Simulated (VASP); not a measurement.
# Mo in VASP: relaxation of the atoms with r2SCAN+rVV10

Aim: the relaxation of the atoms of Mo with r2SCAN+rVV10.

Program: VASP 6.6.1. These are calculated values, not measurements. Logs are shortened: lines on timing, memory, paths and dates and some standing lists are left out, and cuts for length are marked.

### 1 The slab as given

The cell holds a slab with vacuum, 4 atoms: a = 3.114 Å, b = 3.114 Å, c = 25.576 Å, α = 90.00°, β = 90.00°, γ = 90.00°.

The cell was built by a generator and needn't be a form met in nature.

### 2 Relaxation of the atoms, r2SCAN+rVV10

Input file INCAR:

```
SYSTEM = Mo
PREC = Accurate
ENCUT = 520
EDIFF = 1E-6
ISMEAR = 1
SIGMA = 0.1
LREAL = .False.
LASPH = .True.
NELM = 120
ALGO = Normal
ISIF = 2
LWAVE = .False.
LCHARG = .False.
LDIPOL = .True.
IDIPOL = 3
DIPOL = 0.5 0.5 0.500
METAGGA = R2SCAN
LMIXTAU = .True.
LUSE_VDW = .True.
IVDW_NL = 2
BPARAM = 11.95
CPARAM = 0.0093
IBRION = 2
NSW = 90
EDIFFG = -0.02
KPAR = 2
```

Input file KPOINTS:

```
Automatic mesh
0
Gamma
  12 12 1
  0 0 0
```

Input file POSCAR:

```
Mo
1.0
    3.1143104300      0.0000000000      0.0000000000
    0.0000000000      3.1143104300      0.0000000000
    0.0000000000      0.0000000000     25.5762863100
Mo
4
Direct
    0.0000000000      0.0000000000      0.4067527600
    0.5000000000      0.5000000000      0.4689162800
    1.0000000000      0.0000000000      0.5310797900
    0.5000000000      0.5000000000      0.5932472400
```

Potentials or basis: VASP PAW PBE potentials, release 64 (Mo_sv).

The run is started by

```bash
$ cat potpaw_PBE.64/Mo_sv/POTCAR > POTCAR
$ mpirun -np 2 vasp_std > vasp.out
```

OUTCAR:

```text
SYSTEM = Mo
   PREC = Accurate
   ENCUT = 520
   EDIFF = 1E-6
   ISMEAR = 1
   LREAL = .False.
   LASPH = .True.
   NELM = 120
   ISIF = 2
   METAGGA = R2SCAN
   IVDW_NL = 2
   BPARAM = 11.95
   IBRION = 2
   NSW = 90
   EDIFFG = -0.02

 ion  position               nearest neighbor table
   1  0.000  0.000  0.407-   2 2.72   2 2.72   2 2.72   2 2.72   3 3.18
   2  0.500  0.500  0.469-   3 2.72   3 2.72   3 2.72   3 2.72   1 2.72   1 2.72   1 2.72   1 2.72
                             4 3.18
   3  0.000  0.000  0.531-   2 2.72   2 2.72   2 2.72   2 2.72   4 2.72   4 2.72   4 2.72   4 2.72
                             1 3.18
   4  0.500  0.500  0.593-   3 2.72   3 2.72   3 2.72   3 2.72   2 3.18

  LATTYP: Found a simple tetragonal cell.
 ALAT       =     3.1143104300
 C/A-ratio  =     8.2125038222

  Lattice vectors:

 A1 = (   3.1143104300,   0.0000000000,   0.0000000000)
 A2 = (   0.0000000000,   3.1143104300,   0.0000000000)
 A3 = (   0.0000000000,   0.0000000000,  25.5762863100)

Analysis of symmetry for initial positions (statically):
=====================================================================
 Subroutine PRICEL returns:
 Original cell was already a primitive cell.

 Routine SETGRP: Setting up the symmetry group for a
 simple tetragonal supercell.

 Subroutine GETGRP returns: Found 16 space group operations
 (whereof  8 operations were pure point group operations)
 out of a pool of 16 trial point group operations.

The static configuration has the point symmetry C_4v.
 The point group associated with its full space group is D_4h.

Analysis of symmetry for dynamics (positions and initial velocities):
=====================================================================
 Subroutine PRICEL returns:
 Original cell was already a primitive cell.

 Routine SETGRP: Setting up the symmetry group for a
 simple tetragonal supercell.

 Subroutine GETGRP returns: Found 16 space group operations
 (whereof  8 operations were pure point group operations)
 out of a pool of 16 trial point group operations.

The dynamic configuration has the point symmetry C_4v.
 The point group associated with its full space group is D_4h.

 Subroutine INISYM returns: Found 16 space group operations
 (whereof  8 operations are pure point group operations),
 and found     1 'primitive' translations

----------------------------------------------------------------------------------------

                                     Primitive cell

  volume of cell :     248.0626

  direct lattice vectors                    reciprocal lattice vectors
     3.114310430  0.000000000  0.000000000     0.321098369  0.000000000  0.000000000
     0.000000000  3.114310430  0.000000000     0.000000000  0.321098369  0.000000000
     0.000000000  0.000000000 25.576286310     0.000000000  0.000000000  0.039098718

  length of vectors
     3.114310430  3.114310430 25.576286310     0.321098369  0.321098369  0.039098718

  position of ions in fractional coordinates (direct lattice)
     0.000000000  0.000000000  0.406752760
     0.500000000  0.500000000  0.468916280
     0.000000000  0.000000000  0.531079790
     0.500000000  0.500000000  0.593247240

  ion indices of the primitive-cell ions
   primitive index   ion index
                 1           1
                 2           2
                 3           3
                 4           4

----------------------------------------------------------------------------------------

 KPOINTS: Automatic mesh

Automatic generation of k-mesh.
 Grid dimensions read from file:
 generate k-points for:   12   12    1

 Generating k-lattice:

  Cartesian coordinates                     Fractional coordinates (reciprocal lattice)
     0.026758197  0.000000000  0.000000000     0.083333333  0.000000000  0.000000000
     0.000000000  0.026758197  0.000000000     0.000000000  0.083333333  0.000000000
     0.000000000  0.000000000  0.039098718     0.000000000  0.000000000  1.000000000

  Length of vectors
     0.026758197  0.026758197  0.039098718

  Shift w.r.t. Gamma in fractional coordinates (k-lattice)
     0.000000000  0.000000000  0.000000000

 Subroutine IBZKPT returns following result:
 ===========================================

 Found     28 irreducible k-points:

 Following reciprocal coordinates:
            Coordinates               Weight
  0.000000  0.000000  0.000000      1.000000
  0.083333  0.000000  0.000000      4.000000
  0.166667  0.000000  0.000000      4.000000
  0.250000  0.000000  0.000000      4.000000
  0.333333  0.000000  0.000000      4.000000
  0.416667  0.000000  0.000000      4.000000
[... 16 lines left out ...]
  0.333333  0.333333  0.000000      4.000000
  0.416667  0.333333  0.000000      8.000000
 [... further k-points ...]
   k-points           NKPTS =     28   k-points in BZ     NKDIM =     28   number of bands    NBANDS=     33
   number of dos      NEDOS =    301   number of ions     NIONS =      4
   total plane-waves  NPLWV = 110592
   dimension x,y,z NGX =    24 NGY =   24 NGZ =  192
   dimension x,y,z NGXF=    48 NGYF=   48 NGZF=  384
   ions per type =               4
   NGX,Y,Z   is equivalent  to a cutoff of  12.81, 12.81, 12.48 a.u.
   NGXF,Y,Z  is equivalent  to a cutoff of  25.62, 25.62, 24.96 a.u.
 SYSTEM =  Mo
   PREC   = accura    normal or accurate (medium, high low for compatibility)
   ISTART =      0    job   : 0-new  1-cont  2-samecut
   ICHARG =      2    charge: 1-file 2-atom 10-const
   ISPIN  =      1    spin polarized calculation?
   LNONCOLLINEAR =      F non collinear calculations
   LSORBIT =      F    spin-orbit coupling
   LASPH  =      T    aspherical Exc in radial PAW
   ENCUT  =  520.0 eV  38.22 Ry    6.18 a.u.   5.79  5.79 47.55*2*pi/ulx,y,z
   NELM   =    120;   NELMIN=  2; NELMDL= -5     # of ELM steps
   EDIFF  = 0.1E-05   stopping-criterion for ELM
   LREAL  =      F    real-space projection
   EDIFFG = -.2E-01   stopping-criterion for IOM
   NSW    =     90    number of steps for IOM
   IBRION =      2    ionic relax: 0-MD 1-quasi-New 2-CG
   NFREE  =      1    steps in history (QN), initial steepest desc. (CG)
   ISIF   =      2    stress and relaxation
   ISYM   =      2    0-nonsym 1-usesym 2-fastsym
   POTIM  = 0.5000    time-step for ionic-motion
   TEBEG  =    0.0;   TEEND  =   0.0 temperature during run
   PSTRESS=    0.0 pullay stress
   NELECT =      56.0000    total number of electrons
   NUPDOWN=      -1.0000    fix difference up-down
   EMIN   =  10.00;   EMAX   =-10.00  energy-range for DOS
   EFERMI =   0.00;   METHOD = LEGACY
   ISMEAR =     1;   SIGMA  =   0.10  broadening in eV -4-tet -1-fermi 0-gaus
   EFERMI_NEDOS =   21; number of points for ismear=-14 and -15
   IALGO  =     38    algorithm
   IMIX   =      4    mixing-type and parameters
     AMIX     =   0.40;   BMIX     =  1.00
     AMIX_MAG =   1.60;   BMIX_MAG =  1.00
  volume/ion in A,a.u.               =      62.02       418.50
  Fermi-wavevector in a.u.,A,eV,Ry     =   0.996821  1.883718 13.519451  0.993652
  Thomas-Fermi vector in A             =   2.128935
   LORBIT       =      0    0 simple, 1 ext, 2 COOP (PROOUT), +10 PAW based schemes
   METAGGA = R2SCAN    functional components
   LHFCALC =     F    Hartree Fock is set to
   AEXX    =    0.0000 exact exchange contribution
   IVDW_NL    =     2    kernel type
   BPARAM     =11.9500
   IVDW    =     0    specifies the selected vdW correction
   LEPSILON=     F    determine dielectric tensor
   LRPA    =     F    only Hartree local field effects (RPA)
 conjugate gradient relaxation of ions
 non-spin polarized calculation
 Methfessel and Paxton  Order N= 1 SIGMA  =   0.10
  energy-cutoff  :      520.00
  volume of cell :      248.06
 maximum number of plane-waves:      6736
 NGX is ok and might be reduce to    24
   NGX = 11   NGY = 11   NGZ = 95

--------------------------------------- Ionic step        1  -------------------------------------------

 number of electron      55.9999997 magnetization

 Free energy of the ion-electron system (eV)
  ---------------------------------------------------
  ext. energy  EPLUGINS =         0.00000000
  ---------------------------------------------------
  free energy    TOTEN  =       -98.47490436 eV

  energy without entropy =      -98.47166654  energy(sigma->0) =      -98.47382509

------------------------ aborting loop because EDIFF is reached ----------------------------------------

  FORCE on cell =-STRESS in cart. coord.  units (eV):
  Direction    XX          YY          ZZ          XY          YZ          ZX
  --------------------------------------------------------------------------------------
  -------------------------------------------------------------------------------------
  Total       -5.5435511     -5.5435511     -4.5012647      0.0000000      0.0000000      0.0000000
  in kB      -35.8044783    -35.8044783    -29.0725985      0.0000000      0.0000000      0.0000000
  external PRESSURE =     -33.5605184 kB  Pullay stress =       0.0000000 kB

 VOLUME and BASIS-vectors are now :
 -----------------------------------------------------------------------------
  energy-cutoff  :      520.00
  volume of cell :      248.06
      direct lattice vectors                 reciprocal lattice vectors
     3.114310430  0.000000000  0.000000000     0.321098369  0.000000000  0.000000000
     0.000000000  3.114310430  0.000000000     0.000000000  0.321098369  0.000000000
     0.000000000  0.000000000 25.576286310     0.000000000  0.000000000  0.039098718
[... 229 lines left out ...]
 POSITION                                       TOTAL-FORCE (eV/Angst)
 -----------------------------------------------------------------------------------
      0.00000      0.00000     10.56332         0.000000      0.000000     -0.053572
      1.55716      1.55716     11.92310         0.000000     -0.000000      0.091106
      0.00000      0.00000     13.65308         0.000000      0.000000     -0.091106
      1.55716      1.55716     15.01297         0.000000     -0.000000      0.053572
 -----------------------------------------------------------------------------------
    total drift:                                0.000000     -0.000000      0.369474

  FREE ENERGIE OF THE ION-ELECTRON SYSTEM (eV)
  ---------------------------------------------------
  free  energy   TOTEN  =       -98.8124025407 eV

  energy  without entropy=      -98.8100537285  energy(sigma->0) =      -98.81161960

--------------------------------------- Ionic step        8  -------------------------------------------

 number of electron      55.9999992 magnetization

 dipolmoment           0.000000      0.000000      0.001161 electrons x Angstroem

 Free energy of the ion-electron system (eV)
  ---------------------------------------------------
  ext. energy  EPLUGINS =         0.00000000
  ---------------------------------------------------
  free energy    TOTEN  =       -98.81312856 eV

  energy without entropy =      -98.81044283  energy(sigma->0) =      -98.81223332

 E-fermi :   0.2655     XC(G=0):  -4.5019

 val. band max:        0.2567724500   @ k =   0.4167   0.1667   0.0000
 cond. band min:       0.2744598957   @ k =   0.5000   0.0833   0.0000
 fundamental gap:      0.0176874457
 Fermi energy:         0.2654753616

 k-point     1 :       0.0000    0.0000    0.0000
  band No.  band energies     occupation
      1     -62.5247      2.00000
      2     -62.3690      2.00000
      3     -61.9533      2.00000
      4     -61.9135      2.00000
      5     -36.0763      2.00000
      6     -36.0267      2.00000
[... 853 lines left out ...]
     32       2.2964      0.00000
     33       2.6910      0.00000

 [... further k-points ...]

------------------------ aborting loop because EDIFF is reached ----------------------------------------

 vacuum level on the upper side and lower side of the slab       (xc-potential included)         0.048         0.026

  FORCE on cell =-STRESS in cart. coord.  units (eV):
  Direction    XX          YY          ZZ          XY          YZ          ZX
  --------------------------------------------------------------------------------------
  -------------------------------------------------------------------------------------
  Total       -1.2909256     -1.2909256      0.0045053      0.0000000      0.0000000      0.0000000
  in kB       -8.3377815     -8.3377815      0.0290990      0.0000000      0.0000000      0.0000000
  external PRESSURE =      -5.5488214 kB  Pullay stress =       0.0000000 kB

 VOLUME and BASIS-vectors are now :
 -----------------------------------------------------------------------------
  energy-cutoff  :      520.00
  volume of cell :      248.06
      direct lattice vectors                 reciprocal lattice vectors
     3.114310430  0.000000000  0.000000000     0.321098369  0.000000000  0.000000000
     0.000000000  3.114310430  0.000000000     0.000000000  0.321098369  0.000000000
     0.000000000  0.000000000 25.576286310     0.000000000  0.000000000  0.039098718

 POSITION                                       TOTAL-FORCE (eV/Angst)
 -----------------------------------------------------------------------------------
      0.00000      0.00000     10.55964        -0.000000     -0.000000     -0.005756
      1.55716      1.55716     11.92876         0.000000      0.000000      0.002423
      0.00000      0.00000     13.64743        -0.000000      0.000000     -0.002423
      1.55716      1.55716     15.01665        -0.000000      0.000000      0.005756
 -----------------------------------------------------------------------------------
    total drift:                                0.000000     -0.000000      0.369308

  FREE ENERGIE OF THE ION-ELECTRON SYSTEM (eV)
  ---------------------------------------------------
  free  energy   TOTEN  =       -98.8131285635 eV

  energy  without entropy=      -98.8104428345  energy(sigma->0) =      -98.81223332

 reached required accuracy - stopping structural energy minimisation

 vacuum level on the upper side and lower side of the slab         4.165         4.157
```

It took 2.5 h on 2 MPI ranks of Intel Xeon Platinum 8488C (Sapphire Rapids), shared host; peak memory 0.87 GiB.

Results:

| Item | Value |
| --- | --- |
| Free energy | -98.8131 eV |
| Energy gained by relaxing | 84.6 meV/atom |
| Ionic steps | 8 |
| Largest force after relaxing | 0.006 eV/Å |
| Band gap on the k mesh | none (metal or under the smearing width) |

Forces on the atoms (eV/Å):
```
Mo   0.000  0.000 -0.006
Mo   0.000  0.000  0.002
Mo   0.000  0.000 -0.002
Mo   0.000  0.000  0.006
```

Step by step:
| step | energy change (eV) | largest force (eV/Å) | pressure (GPa) |
| --- | --- | --- | --- |
| 1 | 0.0000 | 1.6493 | -3.36 |
| 2 | -0.2855 | 0.6432 | -2.24 |
| 3 | -0.3000 | 0.4266 | -1.47 |
| 4 | -0.3001 | 0.4051 | -1.54 |
| 5 | -0.3253 | 0.2705 | -1.04 |
| 6 | -0.3374 | 0.0766 | -0.37 |
| 7 | -0.3375 | 0.0911 | -0.43 |
| 8 | -0.3382 | 0.0058 | -0.55 |

Final structure:
```
CELL_PARAMETERS angstrom
3.11431 0.00000 0.00000
0.00000 3.11431 0.00000
0.00000 0.00000 25.57629
ATOMIC_POSITIONS crystal
Mo 0.00000 0.00000 0.41287
Mo 0.50000 0.50000 0.46640
Mo 0.00000 0.00000 0.53360
Mo 0.50000 0.50000 0.58713
```

Levels at points of the mesh, in eV from the Fermi level:
```
           k point  band 25  band 26  band 27  band 28  band 29  band 30  band 31  band 32
(0.00, 0.00, 0.00)    -0.90    -0.29    -0.26    -0.26    -0.06     0.02     0.14     1.07
(0.50, 0.00, 0.00)    -1.15    -1.15    -0.10    -0.09     1.22     1.22     1.78     1.78
(0.50, 0.50, 0.00)    -1.06    -1.06     1.73     1.73     1.94     1.95     2.68     2.69
```

Caveat: the PAW data sets were made with another functional, which shifts forces and pressure a little.
